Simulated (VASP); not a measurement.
The system is CdF2.

```
Cd F
1.0
     0.00000    2.69418    2.69418
     2.69418    0.00000    2.69418
     2.69418    2.69418    0.00000
Cd F
1 2
Cartesian
  0.0000 0.0000 0.0000
  1.3471 1.3471 1.3471
  4.0413 4.0413 4.0413
```

The cell was built by a generator and needn't be a form met in nature.

Program: VASP 6.6.1. Alike in all runs: task single point; potentials or basis VASP PAW PBE potentials, release 64 (Cd, F); no spin polarisation; cell as given; cutoff (eV) 520; smearing gaussian 0.01 eV.

Order these runs on this cell by their band gap on the k mesh, lowest first.
A. level PBE; k mesh 8 × 8 × 8; mesh quality not flagged
B. level r2SCAN; k mesh 8 × 8 × 8; mesh quality not flagged
C. level HSE06; k mesh 4 × 4 × 4; exchange at q = 0 truncated; grid for exact exchange (PRECFOCK) Normal; screening parameter 0.2079 1/A; mesh quality coarse

A (3.07 eV), B (3.75 eV), C (5.16 eV).

Caveats: some runs use coarse meshes.

A k mesh can miss the band edges.
